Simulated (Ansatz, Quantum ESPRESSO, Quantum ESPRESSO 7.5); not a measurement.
## blue phosphorene, 1 layer: biaxial strain by an ASE script

Aim: band edges, gap and stiffness of blue phosphorene, 1 layer under biaxial strain.

Calculated with Quantum ESPRESSO 7.5; plane-wave DFT, PBE, GBRV ultrasoft pseudopotentials (geometry by Ansatz 0.2.0 with PAW datasets; geometry under PBE).

## (1) Set-up

The cell holds 2 atoms: 2 P. Its edges and angles: a = 3.280 Å, b = 3.280 Å, c = 16.240 Å, α = 90.0°, β = 90.0°, γ = 120.0°. It derives from P. Vacuum lies along c.

## (2) Relaxation with Ansatz

The geometry comes first, from a plane-wave PAW code, so that the later runs on this slab share one structure.

File input.yaml:

```yaml
crystal:
  lattice:
    - [3.28, 0.0, 0.0]
    - [-1.64, 2.8405633244, 0.0]
    - [0.0, 0.0, 16.24]
  atoms:
    - { symbol: P, position: [0.6666666667, 0.3333333333, 0.4618226601] }
    - { symbol: P, position: [0.3333333333, 0.6666666667, 0.5381773399] }
kpoints:
  mp_grid: { grid: [12, 12, 1] }
hamiltonian:
  xc: pbe
scf:
  occupations: { method: fermi_dirac, width: 0.05 }
  convergence: { dr2_threshold: 1.0e-08 }
efield:
  axis: 3
  dipole_correction: true
  ramp_position: 0.97
  ramp_width: 0.04
relax:
  f_tol: 0.01
  cell: { fix: [c, alpha, beta] }
output:
  write_potential: true
  write_density: true
  volumetric_format: npy
```

The run is started by

```
$ ansatz run input.yaml --threads 2 --pin off --max-ram 4096MiB --backend cpu --events-out ev --progress --plain --runs-dir out
```

Numbers of over 12 decimals in the logs are rounded to 6 here.

The program printed:

```text
Warning: relax.cell: scf.convergence.dr2_threshold = 1e-8 eV is looser than the 2e-10 eV advised for a relaxation that steers and ends on the stress (1e-10 eV for each atom of the cell: 2). What an SCF threshold leaves in a stress goes as its square root, and in the free energy as the threshold itself, and one threshold admits the most on a small cell: [figures from the program's tests cut] Set scf.convergence.dr2_threshold to 2e-10 eV or tighter. The threshold is an SCF's pass mark: one that does not reach it within its budget of iterations ends unconverged, or closes short of it on a stop that the run arms, and scf.convergence.dr2_threshold's page says what that costs each kind of run
Engine: ansatz 0.2.0, x86_64-unknown-linux-gnu
Pseudopotentials: kind: paw
Pseudopotential: P, paw, valence charge 5, recommended cutoff 420 eV (normal), P.paw.azcp
Functional definition: PBE
  parameter kappa = 0.804
  parameter beta = 0.066725
  exchange = pbe_x(kappa = kappa, mu = beta*pi^2/3)
  correlation = pbe_c(beta = beta)
Crystal: 2 atoms, lattice volume = 151.309 Å³
Basis set: ecut = 420 eV, 3019 PW (Γ), exchange–correlation on 48×48×240 points (8 copies of the dense FFT grid, shifted against one another)
Bands: 9, of which v1, the nominal top of the filled ones, is band 5 counted from 1 (4 counted from 0)
Symmetry: 6 space group operations
k-points: 19 of 144 (time reversal used)
Non-local potential: P, projectors of the file, l = 0: 2, l = 1: 2, l = 2: 2
PAW form: soft (Blöchl's): semilocal exchange-correlation on the pseudo side does not see the compensation charge
PAW one-centre angular grid: P, 110 points (default); XC on 64 Gauss nodes
Initial density: superposition of atomic densities (neutral atoms: chi_scale 0, normalization atom), corrected by the library's trained network
Initial wavefunctions: pseudopotential atomic-orbital guess
Functional: x = pbe(κ = 0.804, μ = 0.219515), c = pbe(β = 0.066725)
SCF iter   1: F=—  HF=-1511.324482 eV  |F-HF|=—  |Δ(HF+E_count)|=         —  Δρ=1.51e-3  dr2=3.62e-3  ethr=1.77e-3  p=-0.000 e·Å  D=-1.97e-4 V/Å  ΔV_dip=0.00 eV  dr2_dipole=1.47e-7  V_vac-E_F(+/−)=5.19/5.18 eV  ⟨swp⟩=8.6  Hψ=1820  notcnv=0
efield: sawtooth ramp at fractional position 0.9700 (set: `efield.ramp_position`, or a place that a band, a saddle search or an elastic batch's reference lends), width 0.0400; the density the first Hamiltonian is built on has a dipole p = -0.000 e·Å; the dipole correction subtracts the counter field D = -1.97e-4 V/Å, which shifts the + side's vacuum level by +0.00 eV against the − side's; the planar-averaged density in the ramp window peaks in size at 9.3e-6 e/Å³
preconditioner: auto → none  [insulator: Δε(μ)=1.877 eV  Ē_g=10.020 eV  σ=0.050 eV  W_gap=1.00  n_scr=8 (ndim 8)  ℏωp=9.5 eV  f_vac=0.654  D(μ)=0.00/eV (n_scr^D=0)  ε∞_Penn≈1.9]
SCF iter   2: F=—  HF=-1511.323573 eV  |F-HF|=—  |Δ(HF+E_count)|=   9.10e-4  Δρ=6.77e-4  dr2=6.45e-4  ethr=3.62e-5  p=0.000 e·Å  D=9.99e-5 V/Å  ΔV_dip=-0.00 eV  dr2_dipole=4.25e-7  V_vac-E_F(+/−)=5.18/5.18 eV  ⟨swp⟩=2.7  Hψ=459  notcnv=0
SCF iter   3: F=—  HF=-1511.323526 eV  |F-HF|=—  |Δ(HF+E_count)|=   4.61e-5  Δρ=1.62e-4  dr2=1.39e-4  ethr=6.45e-6  p=-0.001 e·Å  D=-1.07e-3 V/Å  ΔV_dip=0.02 eV  dr2_dipole=2.40e-5  V_vac-E_F(+/−)=5.20/5.18 eV  ⟨swp⟩=2.5  Hψ=328  notcnv=0
SCF iter   4: F=—  HF=-1511.323555 eV  |F-HF|=—  |Δ(HF+E_count)|=   2.86e-5  Δρ=1.79e-4  dr2=3.47e-4  ethr=1.39e-6  p=0.002 e·Å  D=1.91e-3 V/Å  ΔV_dip=-0.03 eV  dr2_dipole=7.99e-5  V_vac-E_F(+/−)=5.18/5.21 eV  ⟨swp⟩=2.8  Hψ=254  notcnv=0  recentre
SCF iter   5: F=—  HF=-1511.323499 eV  |F-HF|=—  |Δ(HF+E_count)|=   5.56e-5  Δρ=5.96e-5  dr2=1.02e-5  ethr=1.39e-6  p=-0.000 e·Å  D=-3.06e-4 V/Å  ΔV_dip=0.00 eV  dr2_dipole=1.93e-6  V_vac-E_F(+/−)=5.20/5.19 eV  ⟨swp⟩=1.7  Hψ=196  notcnv=0
SCF iter   6: F=—  HF=-1511.323501 eV  |F-HF|=—  |Δ(HF+E_count)|=   1.37e-6  Δρ=1.83e-5  dr2=4.00e-7  ethr=1.02e-7  p=-0.000 e·Å  D=-3.60e-5 V/Å  ΔV_dip=0.00 eV  dr2_dipole=1.65e-8  V_vac-E_F(+/−)=5.19/5.19 eV  ⟨swp⟩=2.4  Hψ=245  notcnv=0
SCF iter   7: F=—  HF=-1511.323489 eV  |F-HF|=—  |Δ(HF+E_count)|=   1.18e-5  Δρ=2.64e-6  dr2=5.15e-9  ethr=1.00e-10  p=-0.000 e·Å  D=-1.20e-6 V/Å  ΔV_dip=0.00 eV  dr2_dipole=6.80e-11  V_vac-E_F(+/−)=5.19/5.19 eV  ⟨swp⟩=11.1  Hψ=1486  notcnv=0
SCF iter   8: F=-1511.323489 eV  HF=-1511.323489 eV  |F-HF|=3.70e-10  |Δ(HF+E_count)|=   1.16e-8  Δρ=5.54e-7  dr2=7.80e-10  ethr=5.15e-11  p=-0.000 e·Å  D=-1.80e-6 V/Å  ΔV_dip=0.00 eV  dr2_dipole=1.23e-12  V_vac-E_F(+/−)=5.19/5.19 eV  ⟨swp⟩=7.1  Hψ=1050  notcnv=0
SCF 1 converged in 8 iterations: F = -1511.323489 eV  dr2 = 7.80e-10
  greatest PAW one-centre occupation: 0.818 electrons in one spin orbital (limit 2), on the P atom at site 1 (counted from 0), in its partial waves of l = 0
relax step   1: F+E_penalty+E_count = -1511.32348909 eV  Δ(F+E_penalty+E_count) = +0.000e0 eV  max|allowed force component| = 2.642e-2 eV/Å  Δτ_max = 0.0000 Å  P = +0.027 GPa  Ω = 151.309 Å³  fix = [c, alpha, beta]  reactions: c +0.035 GPa  (8 SCF iters, accepted)
Crystal: 2 atoms, lattice volume = 151.266 Å³
Initial density: handed on by an earlier stage of this run
Initial wavefunctions: those handed on with the density
iter 1 solved again at ethr=8.97e-8 eV; its pass at ethr=3.10e-3 eV (dr2=8.97e-6 eV) is discarded
SCF iter   1: F=—  HF=-1511.323512 eV  |F-HF|=—  |Δ(HF+E_count)|=         —  Δρ=5.71e-5  dr2=8.40e-6  ethr=8.97e-8  p=-0.000 e·Å  D=-1.79e-6 V/Å  ΔV_dip=0.00 eV  dr2_dipole=1.40e-12  V_vac-E_F(+/−)=5.19/5.19 eV  ⟨swp⟩=3.3  Hψ=1628  notcnv=0
efield: sawtooth ramp at fractional position 0.9700 (set: `efield.ramp_position`, or a place that a band, a saddle search or an elastic batch's reference lends), width 0.0400; the density the first Hamiltonian is built on has a dipole p = -0.000 e·Å; the dipole correction subtracts the counter field D = -1.79e-6 V/Å, which shifts the + side's vacuum level by +0.00 eV against the − side's; the planar-averaged density in the ramp window peaks in size at 1.3e-7 e/Å³
preconditioner: auto → none  [insulator: Δε(μ)=1.929 eV  Ē_g=10.016 eV  σ=0.050 eV  W_gap=1.00  n_scr=8 (ndim 8)  ℏωp=9.5 eV  f_vac=0.649  D(μ)=0.00/eV (n_scr^D=0)  ε∞_Penn≈1.9]
SCF iter   2: F=—  HF=-1511.323507 eV  |F-HF|=—  |Δ(HF+E_count)|=   4.46e-6  Δρ=2.07e-5  dr2=4.40e-7  ethr=8.40e-8  p=-0.000 e·Å  D=-8.80e-7 V/Å  ΔV_dip=0.00 eV  dr2_dipole=1.86e-11  V_vac-E_F(+/−)=5.19/5.19 eV  ⟨swp⟩=2.0  Hψ=236  notcnv=0
SCF iter   3: F=—  HF=-1511.323507 eV  |F-HF|=—  |Δ(HF+E_count)|=   8.86e-8  Δρ=7.35e-6  dr2=4.27e-8  ethr=4.40e-9  p=0.000 e·Å  D=3.11e-6 V/Å  ΔV_dip=-0.00 eV  dr2_dipole=2.01e-10  V_vac-E_F(+/−)=5.19/5.19 eV  ⟨swp⟩=2.5  Hψ=266  notcnv=0
SCF iter   4: F=—  HF=-1511.323507 eV  |F-HF|=—  |Δ(HF+E_count)|=   5.04e-9  Δρ=1.92e-6  dr2=2.22e-8  ethr=1.00e-10  p=-0.000 e·Å  D=-1.48e-5 V/Å  ΔV_dip=0.00 eV  dr2_dipole=4.89e-9  V_vac-E_F(+/−)=5.19/5.19 eV  ⟨swp⟩=10.1  Hψ=1050  notcnv=0
SCF iter   5: F=—  HF=-1511.323507 eV  |F-HF|=—  |Δ(HF+E_count)|=  7.25e-10  Δρ=1.74e-6  dr2=2.52e-8  ethr=2.22e-10  p=0.000 e·Å  D=1.64e-5 V/Å  ΔV_dip=-0.00 eV  dr2_dipole=5.73e-9  V_vac-E_F(+/−)=5.19/5.19 eV  ⟨swp⟩=1.9  Hψ=203  notcnv=0
SCF iter   6: F=-1511.323507 eV  HF=-1511.323507 eV  |F-HF|=2.57e-9  |Δ(HF+E_count)|=   3.47e-9  Δρ=5.45e-7  dr2=2.29e-9  ethr=1.00e-10  p=0.000 e·Å  D=5.01e-6 V/Å  ΔV_dip=-0.00 eV  dr2_dipole=5.15e-10  V_vac-E_F(+/−)=5.19/5.19 eV  ⟨swp⟩=7.7  Hψ=1006  notcnv=0
SCF 2 converged in 6 iterations: F = -1511.323507 eV  dr2 = 2.29e-9
  greatest PAW one-centre occupation: 0.818 electrons in one spin orbital (limit 2), on the P atom at site 0 (counted from 0), in its partial waves of l = 0
relax step   2: F+E_penalty+E_count = -1511.32350723 eV  Δ(F+E_penalty+E_count) = -1.815e-5 eV  max|allowed force component| = 3.303e-3 eV/Å  Δτ_max = 0.0010 Å  P = +0.011 GPa  Ω = 151.266 Å³  energy of the carried Pulay correction = +1.416e-6 eV  fix = [c, alpha, beta]  reactions: c -0.004 GPa  (6 SCF iters, accepted)
Initial wavefunctions: pseudopotential atomic-orbital guess (no wavefunctions were taken with the density)
iter 1 solved again at ethr=1.69e-6 eV; its pass at ethr=3.10e-3 eV (dr2=1.69e-4 eV) is discarded
SCF iter   1: F=—  HF=-1511.323518 eV  |F-HF|=—  |Δ(HF+E_count)|=         —  Δρ=8.90e-7  dr2=2.70e-9  ethr=1.69e-6  p=0.000 e·Å  D=5.01e-6 V/Å  ΔV_dip=-0.00 eV  dr2_dipole=5.25e-10  V_vac-E_F(+/−)=5.19/5.19 eV  ⟨swp⟩=3.3  Hψ=2348  notcnv=0
efield: sawtooth ramp at fractional position 0.9700 (set: `efield.ramp_position`, or a place that a band, a saddle search or an elastic batch's reference lends), width 0.0400; the density the first Hamiltonian is built on has a dipole p = 0.000 e·Å; the dipole correction subtracts the counter field D = 5.01e-6 V/Å, which shifts the + side's vacuum level by -0.00 eV against the − side's; the planar-averaged density in the ramp window peaks in size at 1.3e-7 e/Å³
eigensolver tolerance schedule: the retry pair's looser diagonalisation over-reported the residual by 62660.84 of it (diagonalisation noise at an unbounded share of the residual, at the tolerance the schedule requests for it); recorded, not acted on — ethr = c·dr2/N_el stays at c = 1.0e-1
preconditioner: auto → none  [insulator: Δε(μ)=1.931 eV  Ē_g=10.015 eV  σ=0.050 eV  W_gap=1.00  n_scr=8 (ndim 8)  ℏωp=9.5 eV  f_vac=0.649  D(μ)=0.00/eV (n_scr^D=0)  ε∞_Penn≈1.9]
SCF iter   2: F=—  HF=-1511.323506 eV  |F-HF|=—  |Δ(HF+E_count)|=   1.22e-5  Δρ=1.16e-6  dr2=1.54e-8  ethr=2.70e-11  p=-0.000 e·Å  D=-1.27e-5 V/Å  ΔV_dip=0.00 eV  dr2_dipole=3.59e-9  V_vac-E_F(+/−)=5.19/5.19 eV  ⟨swp⟩=15.6  Hψ=1774  notcnv=0
SCF iter   3: F=-1511.323506 eV  HF=-1511.323506 eV  |F-HF|=8.62e-11  |Δ(HF+E_count)|=   2.49e-9  Δρ=3.08e-7  dr2=1.42e-10  ethr=2.70e-11  p=0.000 e·Å  D=1.02e-6 V/Å  ΔV_dip=-0.00 eV  dr2_dipole=1.72e-11  V_vac-E_F(+/−)=5.19/5.19 eV  ⟨swp⟩=7.2  Hψ=1020  notcnv=0
SCF 3 converged in 3 iterations: F = -1511.323506 eV  dr2 = 1.42e-10
relax step   3: F+E_penalty+E_count = -1511.32350583 eV  Δ(F+E_penalty+E_count) = +1.404e-6 eV  max|allowed force component| = 3.304e-3 eV/Å  Δτ_max = 0.0000 Å  P = +0.011 GPa  Ω = 151.266 Å³  fix = [c, alpha, beta]  reactions: c -0.005 GPa  stress off target by 1.93e-2 GPa on what of the cell is left free  SCF on the basis re-selected at this cell (its energy is not comparable with the rows above)  (3 SCF iters)
basis re-selected at this cell: Δ(F+E_penalty+E_count) = +1.404e-6 eV, ΔP = -0.000 GPa vs the last step (what re-selecting the basis moved, of the pressure what is left beyond the Pulay correction that the steps carried, after the strain that the cell walked since its last selection, with what the two solves' SCF thresholds leave and, on support functions, any second-order correction that the steps lacked; it is no m [...]
WARN: The output density's exchange-correlation potential varies sharply where the density is thin. Do not read a vacuum level from v_tot or v_xc, or from such a field of the output density. On a cell that repeats whose density bears no net charge and no dipole along the vacuum's axis use v_es (v_loc + v_h of the components); under efield.dipole_correction with no amplitude use v_es + v_field, which holds any externa [...]
SCF converged after 3 iterations
Free energy (F): -1511.323506 eV
Harris-Foulkes:  -1511.323506 eV  (|F-HF|=8.62e-11)
Internal energy: -1511.323506 eV  (E = F + TS)
E sigma→0 (E₀):  -1511.323506 eV
Fermi energy:    -2.057943 eV
Dipole field:    D = -0.000005 V/Å  (p = -0.000005 e·Å, saw-weighted, corrected)
Work function:   Φ+ = 5.1916 eV   Φ− = 5.1916 eV
Levels:          The Fermi level and band energies are counted from a zero that moves with the ramp; work functions are not
--- Per-component energies (eV) ---
  E_band       = -82.311945
  E_kinetic    = 138.594141
  E_local      = -1870.715641  (includes V_loc(G=0)·N_el)
  E_nonlocal   = 67.939887
  E_hartree    = 858.426975
  E_xc         = -121.806781
  E_vxc        = -119.917482  (∫ρ·V_xc dr)
  E_paw        = -1138.662628  (= ΣΔE_a)
  E_vpaw       = -15.066906  (= ΣTr[D̂ρ^β])
  E_aug_tail   = 0.000007  (compensation charges beyond the density's cutoff)
  E_efield     = 0.000000  (sawtooth field / dipole correction)
  E_vefield    = 0.000009  (∫n·V_field dr)
  E_ewald      = 554.900535
  E_smearing   = -0.000000  (= −TS)
  E_closure    = 0.000000  (closes the sum)
  Σ components = -1511.323506   (vs F -1511.323506, Δ=0.00e0)
--- Forces (eV/Å), atoms counted from 1 ---
  atom   1  P      0.00000000    -0.00000000     0.00330423
  atom   2  P      0.00000000     0.00000000    -0.00330338
  max |Σ_I F_I| component: 8.44e-7 eV/Å
--- Stress (GPa, compression-positive) ---
        0.019343      -0.000000       0.000000
       -0.000000       0.019343      -0.000000
        0.000000      -0.000000      -0.004511
  P = ⅓ Tr σ = 0.0114 GPa (0.114 kbar)
--- Band table (eV; the first three rows and the last of 19) ---
  k-point 0: bands = ["-17.1500", "-9.4302", "-3.4395", "-3.1599", "-3.1599", "0.7281", "0.8654", "0.8654", "2.3489"]
  k-point 1: bands = ["-17.0382", "-9.3559", "-4.0441", "-3.4077", "-3.3741", "0.5460", "1.1815", "1.5897", "2.4922"]
  k-point 2: bands = ["-16.7053", "-9.1795", "-5.6294", "-3.9430", "-3.2081", "-0.1227", "1.8184", "2.5731", "2.8863"]
  k-point 18: bands = ["-12.6733", "-12.6733", "-8.3760", "-4.7576", "-4.7576", "-0.8576", "2.4961", "2.4961", "5.2472"]
--- Relaxed structure (2 steps of the walk, 2 accepted, 1 SCFs on fresh bases) ---
  F+E_penalty+E_count = -1511.32350583 eV   max|allowed force component| = 3.304e-3 eV/Å   (the final SCF, on the basis selected at the relaxed cell)
  cell:  # Å, volume = 151.2662 Å³
    - [3.279538, 0.0, 0]
    - [-1.639769, 2.840163, 0]
    - [0, 0, 16.24]
  atoms:
    - { symbol: P, position: [0.666667, 0.333333, 0.461763] }
    - { symbol: P, position: [0.333333, 0.666667, 0.538237] }
```

It took 3.5 s on 2 threads of Intel Xeon Platinum 8488C (Sapphire Rapids), shared host; peak memory 0.44 GiB.

Little changed from the start: no atom moved by 0.005 Å and no cell edge by 0.1 %.

Read from the output:

* free energy: -1511.3235 eV
* Fermi energy: -2.058 eV
* gap by band count: 1.931 eV
* symmetry operations: 6
* dipole along the normal: -4.50e-6 e·Å
* vacuum level at the upper face over a Fermi level inside the gap: 5.192 eV
* vacuum level at the lower face over a Fermi level inside the gap: 5.192 eV

(Continued in part 2 of 2.)

[Logs are printed without paths, hosts, clocks, repeated set-up lines and the standing remarks that a program may print on its own settings, such as how far it seeks lower states.]

[Hosts, paths, dates, database ids (printed as entryN), source tags and the programs' standing remarks are cut or masked in the printed files.]

[Maps of the electrostatic potential energy from Ansatz leave out the sawtooth potential of an applied field or a dipole correction, so their vacuum need not be flat; planar profiles and work functions include it.]
